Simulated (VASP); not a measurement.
# BaS (Fm-3m) in VASP: further runs, part 2 of 2

VASP 6.6.1. Earlier steps stand in the parts before.

**3. Single point, PBEsol (volume scaled by 1.04)**

INCAR reads:

```
ALGO     = Normal         # electronic algorithm
EDIFF    = 1E-7           # SCF threshold, eV
ENCUT    = 520            # plane-wave cutoff, eV
GGA      = PS             # functional
ISIF     = 2              # what is computed and relaxed
ISMEAR   = -1             # smearing method
LASPH    = True           # aspherical terms in the spheres
LCHARG   = False          # write CHGCAR
LREAL    = False          # projectors in reciprocal space
LWAVE    = False          # write WAVECAR
NBANDS   = 15             # bands
NELM     = 80             # most SCF steps
PREC     = Accurate       # precision mode
SIGMA    = 0.05           # smearing width, eV
```

KPOINTS reads:

```
k-points
0
Gamma
  7 7 7
```

POSCAR reads:

```
BaS
1.0
    0.0000000000      3.2357778460      3.2357778460
    3.2357778460      0.0000000000      3.2357778460
    3.2357778460      3.2357778460      0.0000000000
Ba S
1 1
Direct
    0.0000000000      0.0000000000      0.0000000000
    0.5000000000      0.5000000000      0.5000000000
```

Potentials or basis: VASP PAW PBE potentials, release 64 (Ba_sv, S).

Started as:

```bash
$ cat potpaw_PBE.64/Ba_sv/POTCAR potpaw_PBE.64/S/POTCAR > POTCAR
$ mpirun -np 1 vasp_std > vasp.out
```

OUTCAR:

```text
EDIFF = 1E-7
   ENCUT = 520
   GGA = PS
   ISIF = 2
   ISMEAR = -1
   LASPH = True
   LREAL = False
   NELM = 80
   PREC = Accurate

 ion  position               nearest neighbor table
   1  0.000  0.000  0.000-   2 3.24   2 3.24   2 3.24   2 3.24   2 3.24   2 3.24
   2  0.500  0.500  0.500-   1 3.24   1 3.24   1 3.24   1 3.24   1 3.24   1 3.24

  LATTYP: Found a face centered cubic cell.
 ALAT       =     6.4715556920

  Lattice vectors:

 A1 = (   0.0000000000,   3.2357778460,   3.2357778460)
 A2 = (   3.2357778460,   0.0000000000,   3.2357778460)
 A3 = (   3.2357778460,   3.2357778460,   0.0000000000)

Analysis of symmetry for initial positions (statically):
=====================================================================
 Subroutine PRICEL returns:
 Original cell was already a primitive cell.

 Routine SETGRP: Setting up the symmetry group for a
 face centered cubic supercell.

 Subroutine GETGRP returns: Found 48 space group operations
 (whereof 48 operations were pure point group operations)
 out of a pool of 48 trial point group operations.

[... 168 lines left out ...]
      3     -10.0623      2.00000
      4     -10.0623      2.00000
      5      -9.1493      2.00000
      6       1.1434      2.00000
      7       1.1434      2.00000
      8       1.1434      2.00000
      9       4.3685      0.00000
     10       4.9231      0.00000
     11       4.9231      0.00000
     12       4.9231      0.00000
     13       5.8342      0.00000
     14       5.8342      0.00000
[... 329 lines left out ...]
      2     -10.6072      2.00000
      3     -10.3838      2.00000
      4     -10.2520      2.00000
      5      -8.5595      2.00000
      6       0.0296      2.00000
      7       0.5417      2.00000
      8       0.5854      2.00000
      9       4.9546      0.00000
     10       5.8365      0.00000
     11       7.3005      0.00000
     12       7.9730      0.00000
     13       8.1550      0.00000
     14       9.9066      0.00000
     15      10.9829      0.00000

------------------------ aborting loop because EDIFF is reached ----------------------------------------

  FORCE on cell =-STRESS in cart. coord.  units (eV):
  Direction    XX          YY          ZZ          XY          YZ          ZX
  --------------------------------------------------------------------------------------
  -------------------------------------------------------------------------------------
  Total       -0.8849499     -0.8849499     -0.8849499      0.0000000      0.0000000     -0.0000000
  in kB      -20.9248894    -20.9248894    -20.9248894      0.0000000      0.0000000     -0.0000000
  external PRESSURE =     -20.9248894 kB  Pullay stress =       0.0000000 kB

 VOLUME and BASIS-vectors are now :
 -----------------------------------------------------------------------------
  energy-cutoff  :      520.00
  volume of cell :       67.76
      direct lattice vectors                 reciprocal lattice vectors
     0.000000000  3.235777846  3.235777846    -0.154522351  0.154522351  0.154522351
     3.235777846  0.000000000  3.235777846     0.154522351 -0.154522351  0.154522351
     3.235777846  3.235777846  0.000000000     0.154522351  0.154522351 -0.154522351

 POSITION                                       TOTAL-FORCE (eV/Angst)
 -----------------------------------------------------------------------------------
      0.00000      0.00000      0.00000         0.000000     -0.000000      0.000000
      3.23578      3.23578      3.23578        -0.000000      0.000000     -0.000000
 -----------------------------------------------------------------------------------
    total drift:                                0.000000      0.000000      0.000000

  FREE ENERGIE OF THE ION-ELECTRON SYSTEM (eV)
  ---------------------------------------------------
  free  energy   TOTEN  =       -10.6965442480 eV

  energy  without entropy=      -10.6965442480  energy(sigma->0) =      -10.69654425
```

stdout:

```text
POSCAR found type information on POSCAR BaS
 POSCAR found :  2 types and       2 ions
 scaLAPACK will be used
 -----------------------------------------------------------------------------
|                                                                             |
|                                                                             |
|     You enforced a specific xc type in the INCAR file but a different       |
|     I HOPE YOU KNOW WHAT YOU ARE DOING!                                     |
|                                                                             |
 -----------------------------------------------------------------------------

 LDA part: xc-table for (Slater+PW92), standard interpolation
 POSCAR, INCAR and KPOINTS ok, starting setup
 FFT: planning ... GRIDC
 FFT: planning ... GRID_SOFT
 FFT: planning ... GRID
 WAVECAR not read
 entering main loop
```

It took 10 s on 1 thread of Intel Xeon 6975P-C (Granite Rapids), shared host; peak memory 0.2 GiB.

What came out:

```
Free energy            : -10.6965 eV
Pressure               : -2.1 GPa
Band gap on the k mesh : 2.11 eV, indirect (least direct gap 2.27 eV)
```

Caveat: the cell differs from its parent crystal (volume scaled by 1.04); the PAW data sets were made with another functional, which shifts forces and pressure a little; spin-orbit coupling is left out, which moves the levels of the heavy elements. A k mesh can miss the band edges.

**4. Single point, PBEsol (volume scaled by 1.06)**

INCAR reads:

```
SYSTEM = BaS
PREC     = Accurate       ! precision mode
ENCUT    = 520            ! plane-wave cutoff, eV
EDIFF    = 1E-6           ! SCF threshold, eV
ISMEAR   = -1             ! smearing method
SIGMA    = 0.05           ! smearing width, eV
LREAL    = .FALSE.        ! projectors in reciprocal space
LASPH    = .TRUE.         ! aspherical terms in the spheres
NELM     = 100            ! most SCF steps
ALGO     = Normal         ! electronic algorithm
ISIF     = 2              ! what is computed and relaxed
LWAVE    = .FALSE.        ! write WAVECAR
LCHARG   = .FALSE.        ! write CHGCAR
GGA      = PS             ! functional
NBANDS   = 15             ! bands
```

KPOINTS reads:

```
Automatic mesh
0
G
  7 7 7
  0 0 0
```

POSCAR reads:

```
BaS
1.0
    0.0000000000      3.2563884516      3.2563884516
    3.2563884516      0.0000000000      3.2563884516
    3.2563884516      3.2563884516      0.0000000000
Ba S
1 1
Direct
    0.0000000000      0.0000000000      0.0000000000
    0.5000000000      0.5000000000      0.5000000000
```

Started as:

```bash
$ cat potpaw_PBE.64/Ba_sv/POTCAR potpaw_PBE.64/S/POTCAR > POTCAR
$ mpirun -np 1 vasp_std > vasp.out
```

It took 8.6 s on 1 thread of Intel Xeon 6975P-C (Granite Rapids), shared host; peak memory 0.2 GiB.

The run converged. Its results:

```
Free energy            : -10.6769 eV
Pressure               : -2.8 GPa
Band gap on the k mesh : 2.13 eV, indirect (least direct gap 2.31 eV)
```

Levels at points of the mesh, in eV from the valence-band top:
| k point | band 6 | band 7 | band 8 | band 9 | band 10 | band 11 |
| --- | --- | --- | --- | --- | --- | --- |
| (0.00, 0.00, 0.00) | 0.00 | 0.00 | 0.00 | 3.14 | 3.77 | 3.77 |

Caveat: the cell differs from its parent crystal (volume scaled by 1.06); the PAW data sets were made with another functional, which shifts forces and pressure a little; spin-orbit coupling is left out, which moves the levels of the heavy elements. A k mesh can miss the band edges.

**5. Single point, PBEsol+D4**

This run uses another cell than the first one, of 31.21 Å³/atom, 0.939 times its volume.

INCAR reads:

```
SYSTEM = BaS
PREC = Accurate
ENCUT = 520
EDIFF = 1E-6
ISMEAR = -1
SIGMA = 0.05
LREAL = .False.
LASPH = .True.
NELM = 100
ALGO = Normal
ISIF = 2
LWAVE = .False.
LCHARG = .True.
GGA = PS
IVDW = 13
LELF = .True.
LVHAR = .True.
NBANDS = 15
```

KPOINTS reads:

```
regular mesh
0
Gamma
  7 7 7
  0 0 0
```

POSCAR reads:

```
BaS
1.0
    0.0000000000      3.1483693298      3.1483693298
    3.1483693298      0.0000000000      3.1483693298
    3.1483693298      3.1483693298      0.0000000000
Ba S
1 1
Direct
    0.0000000000      0.0000000000      0.0000000000
    0.5000000000      0.5000000000      0.5000000000
```

Started as:

```bash
$ cat potpaw_PBE.64/Ba_sv/POTCAR potpaw_PBE.64/S/POTCAR > POTCAR
$ mpirun -np 1 vasp_std > vasp.out
```

Run time: 21 s. Hardware: 1 thread of Intel Xeon Platinum 8259CL at 2.50GHz (Skylake/Cascade Lake), shared host; peak memory 0.2 GiB.

Results (log left out):

- Free energy: -11.0069 eV
- Pressure: 0.7 GPa
- Band gap on the k mesh: 1.96 eV, indirect (least direct gap 2.09 eV)
- Dispersion energy per atom: -0.149 eV

Levels at points of the mesh, in eV from the valence-band top:
| k point | band 6 | band 7 | band 8 | band 9 | band 10 | band 11 |
| --- | --- | --- | --- | --- | --- | --- |
| (0.00, 0.00, 0.00) | 0.00 | 0.00 | 0.00 | 3.62 | 3.78 | 3.78 |

Caveat: the PAW data sets were made with another functional, which shifts forces and pressure a little; spin-orbit coupling is left out, which moves the levels of the heavy elements.

**6. Single point, PBE**

This run uses another cell than the first one, of 32.58 Å³/atom, 0.980 times its volume.

INCAR reads:

```
PREC = Accurate ; ENCUT = 520
EDIFF = 1E-7 ; ISMEAR = 0
SIGMA = 0.016 ; LREAL = False
LASPH = True ; NELM = 80
ALGO = Normal ; ISIF = 2
LWAVE = False ; LCHARG = True
GGA = PE ; LELF = True
LVHAR = True ; NBANDS = 15
```

KPOINTS reads:

```
Automatic mesh
0
Gamma
  7 7 7
```

POSCAR reads:

```
BaS
1.0
    0.0000000000      3.1937500000      3.1937500000
    3.1937500000      0.0000000000      3.1937500000
    3.1937500000      3.1937500000      0.0000000000
Ba S
1 1
Direct
    0.0000000000      0.0000000000      0.0000000000
    0.5000000000      0.5000000000      0.5000000000
```

Potentials or basis: VASP PAW PBE potentials, release 64 (Ba_sv, S).

Started as:

```bash
$ cat potpaw_PBE.64/Ba_sv/POTCAR potpaw_PBE.64/S/POTCAR > POTCAR
$ mpirun -np 1 vasp_std > vasp.out
```

Run time: 19 s. Hardware: 1 thread of Intel Xeon Platinum 8259CL at 2.50GHz (Skylake/Cascade Lake), shared host; peak memory 0.21 GiB.

It converged, with:

```yaml
Free_energy: -10.1847 eV
Pressure: 1.4 GPa
Band_gap_on_the_k_mesh: 2.17 eV, indirect (least direct gap 2.31 eV)
```

Levels at points of the mesh, in eV from the valence-band top:
```
           k point  band 4  band 5  band 6  band 7  band 8  band 9  band 10  band 11  band 12  band 13
(0.00, 0.00, 0.00)  -11.13  -10.36    0.00    0.00    0.00    3.60     3.87     3.87     3.87     4.79
```

Caveat: spin-orbit coupling is left out, which moves the levels of the heavy elements.

**7. The runs side by side**

| level | cell | smearing | gap on the mesh (eV) | pressure (GPa) |
| --- | --- | --- | --- | --- |
| PBEsol | a = 4.547 Å, angles 60.0°, 2 atoms | fermi-dirac 0.05 eV | 2.08 | -1.4 |
| PBEsol | a = 4.576 Å, angles 60.0°, 2 atoms | fermi-dirac 0.05 eV | 2.11 | -2.1 |
| PBEsol | a = 4.605 Å, angles 60.0°, 2 atoms | fermi-dirac 0.05 eV | 2.13 | -2.8 |
| PBEsol+D4 | a = 4.452 Å, angles 60.0°, 2 atoms | fermi-dirac 0.05 eV | 1.96 | 0.7 |
| PBE | a = 4.517 Å, angles 60.0°, 2 atoms | gaussian 0.016 eV | 2.17 | 1.4 |

Alike in all rows: task single point; potentials or basis VASP PAW PBE potentials, release 64 (Ba_sv, S); no spin polarisation; k mesh 7 × 7 × 7; cutoff (eV) 520.

Caveats: spin-orbit coupling is left out, which moves the levels of the heavy elements; the PAW data sets were made with another functional, which shifts forces and pressure a little (some runs).

Total energies depend on the potentials used, so only differences within one code and one set of settings carry meaning.

**8. How close it comes**

Step 5. Against the measured gap of BaS, 3.806 eV (indirect; 2 K; a printed reference work, monograph, original work of 1988), the calculated 1.96 eV is off by -1.84 eV. Spin-orbit coupling on Ba is left out. The value is that of PBEsol+D4 on a finite k mesh, which can miss the band edges, without temperature or zero-point motion. Semilocal functionals fall short of measured gaps as a rule.

Step 6. Measured gap of BaS: 3.806 eV (indirect; 2 K; a printed reference work, monograph, original work of 1988). This calculation gives 2.17 eV (-1.64 eV). Spin-orbit coupling on Ba is left out. The value is that of PBE on a finite k mesh, which can miss the band edges, without temperature or zero-point motion. Semilocal functionals fall short of measured gaps as a rule.
